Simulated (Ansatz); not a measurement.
The calculation used Ansatz 0.2.0, DFT PBE, scalar-relativistic, plane waves, PAW. Settings: cutoff 420 eV, Γ-centred meshes spaced at most about 0.3 Å⁻¹, and about 0.25 Å⁻¹ or finer for metals (2π included), Gaussian smearing. No spin polarisation.

These are static total energies at zero pressure.

Two forms of GaSb4 were relaxed alike.

A.

```
CELL_PARAMETERS angstrom
-3.33836 3.33836 3.33836
3.33836 -3.33836 3.33836
3.33836 3.33836 -3.33836
ATOMIC_POSITIONS crystal
Ga 0.00000 0.00000 0.00000
Sb 0.00000 0.00000 0.50000
Sb 0.00000 0.50000 0.00000
Sb 0.50000 0.00000 0.00000
Sb 0.50000 0.50000 0.50000
```

B.

```
CELL_PARAMETERS angstrom
-2.78383 2.78383 4.52055
2.78383 -2.78383 4.52055
2.78383 2.78383 -4.52055
ATOMIC_POSITIONS crystal
Ga 0.00000 0.00000 0.00000
Sb 0.32922 0.32922 0.00000
Sb 0.67078 0.67078 0.00000
Sb 0.50000 0.00000 0.50000
Sb 0.00000 0.50000 0.50000
```

Task: Which form is favoured at zero pressure, and by what margin per atom?

Result: B is lower, by 57 meV/atom. A has space group Im-3m (No. 229), 29.8 Å³/atom and no gap on its mesh; B has space group I4/mmm (No. 139), 28.0 Å³/atom and no gap. Counting Sb atoms around Ga (those within 1.25 times the shortest such distance or 1.15 times the sum of covalent radii, 1.27 where that leaves under three), A has Ga 8 and B has Ga 6. The denser one is the lower, and pressure would at first widen the difference. Even the lower one lies +0.17 eV/atom against the reference forms of the elements (uncorrected), so neither is stable at this level. Both come from invented guesses. The lowest form computed isn't among them: it has space group P4/mmm (No. 123), 30.0 Å³/atom and lies 53 meV/atom below the best shown.

These runs have no spin–orbit coupling, which can matter for Sb. Cells relaxed within their symmetry can be saddle points. Some candidate types were left out of the draw beforehand, so a known form may be missing.
